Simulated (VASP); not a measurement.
Crystal: CdS (Hawleyite).

```
Cd S
1.0
     0.00000    2.91650    2.91650
     2.91650    0.00000    2.91650
     2.91650    2.91650    0.00000
Cd S
1 1
Direct
  0.00000 0.00000 0.00000
  0.75000 0.75000 0.75000
```

Base run:

| Item | Value |
| --- | --- |
| Program | VASP 6.6.1 |
| Functional | r2SCAN |
| Potentials or basis | VASP PAW PBE potentials, release 64 (Cd, S) |
| Cutoff | 520 eV |
| k mesh | 8 × 8 × 8 |
| Occupations | gaussian, width 0.02 eV |
| Spin | no spin polarisation |

Its results: band gap on the k mesh 1.59 eV, direct.

Question: The run is repeated on the same cell with these changes: functional from r2SCAN to LDA; potentials or basis from VASP PAW PBE potentials, release 64 (Cd, S) to VASP PAW LDA potentials, release 64 (Cd, S). What comes out?

Answer: Band gap on the k mesh 0.89 eV, direct.

Not every run made on this cell is shown here.
